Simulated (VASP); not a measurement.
Wanted: the native input for a VASP 6.6.1 run.

* Task: relaxation of cell and atoms
* Functional: r2SCAN
* Potentials or basis: VASP PAW PBE potentials, release 64 (Cl)
* Cutoff: 600 eV
* k mesh: 6 × 6 × 6
* Occupations: gaussian, width 0.1 eV
* Spin: no spin polarisation
* Dipole correction: no
* Further INCAR settings: ALGO = Normal; EDIFF = 1e-06; IBRION = 2; EDIFFG = -0.04; NSW = 90; ISIF = 3

The system is Cl.

```
Cl
1.0
    -1.98516    1.98516    1.98516
     1.98516   -1.98516    1.98516
     1.98516    1.98516   -1.98516
Cl
1
Cartesian
  0.0000 0.0000 0.0000
```

The cell was built by a generator and needn't be a form met in nature.

The input as run:

POSCAR

```
Cl
1.0
   -1.9851630425      1.9851630425      1.9851630425
    1.9851630425     -1.9851630425      1.9851630425
    1.9851630425      1.9851630425     -1.9851630425
Cl
1
Direct
    0.0000000000      0.0000000000      0.0000000000
```

INCAR.step1

```
ALGO     = Normal         # electronic algorithm
EDIFF    = 1E-4           # SCF threshold, eV
ENCUT    = 600            # plane-wave cutoff, eV
GGA      = PE             # functional
ISMEAR   = 0              # smearing method
LASPH    = True           # aspherical terms in the spheres
LCHARG   = False          # write CHGCAR
LREAL    = False          # projectors in reciprocal space
LWAVE    = True           # write WAVECAR
NELM     = 100            # most SCF steps
PREC     = Accurate       # precision mode
SIGMA    = 0.1            # smearing width, eV
```

INCAR.step2

```
ALGO     = Normal         # electronic algorithm
EDIFF    = 1E-6           # SCF threshold, eV
EDIFFG   = -0.04          # ionic threshold
ENCUT    = 600            # plane-wave cutoff, eV
IBRION   = 2              # ionic algorithm
ISIF     = 3              # what is computed and relaxed
ISMEAR   = 0              # smearing method
ISTART   = 1            
LASPH    = True           # aspherical terms in the spheres
LCHARG   = False          # write CHGCAR
LMIXTAU  = True         
LREAL    = False          # projectors in reciprocal space
LWAVE    = False          # write WAVECAR
METAGGA  = R2SCAN         # meta-GGA
NELM     = 100            # most SCF steps
NSW      = 90             # ionic steps
PREC     = Accurate       # precision mode
SIGMA    = 0.1            # smearing width, eV
```

KPOINTS

```
k-points
0
Gamma
  6 6 6
```

Potentials or basis: VASP PAW PBE potentials, release 64 (Cl).

The run is started by

```console
$ cat potpaw_PBE.64/Cl/POTCAR > POTCAR
$ cp INCAR.step1 INCAR
$ mpirun -np 1 vasp_std > vasp.out
$ cp INCAR.step2 INCAR
$ mpirun -np 1 vasp_std > vasp.out
```

Results of the run:

```json
{
 "Relaxed volume": "20.54 Å³/atom",
 "Relaxed cell": "a = 2.988 Å, b = 2.988 Å, c = 2.988 Å, α = 109.47°, β = 109.47°, γ = 109.47°",
 "Space group after relaxing (to 0.05 Å)": "Im-3m (No. 229)",
 "Energy gained by relaxing": "296.3 meV/atom",
 "Ionic steps": "7",
 "Pressure after relaxing": "0.0 GPa",
 "Band gap on the k mesh": "none (metal or under the smearing width)"
}
```

Caveat: the k mesh is coarse (spacing up to 0.37 Å⁻¹), so the values aren't converged; the volume moved by over 15 % at a fixed basis, so the end points are rough; the PAW data sets were made with another functional, which shifts forces and pressure a little; an odd number of electrons without spin polarisation forces a metal; a magnetic or distorted state may lie lower.

Run time: 76 s on 1 thread of Intel(R) Xeon(R) Platinum 8488C (Sapphire Rapids) (shared host), peak memory 0.16 GiB.
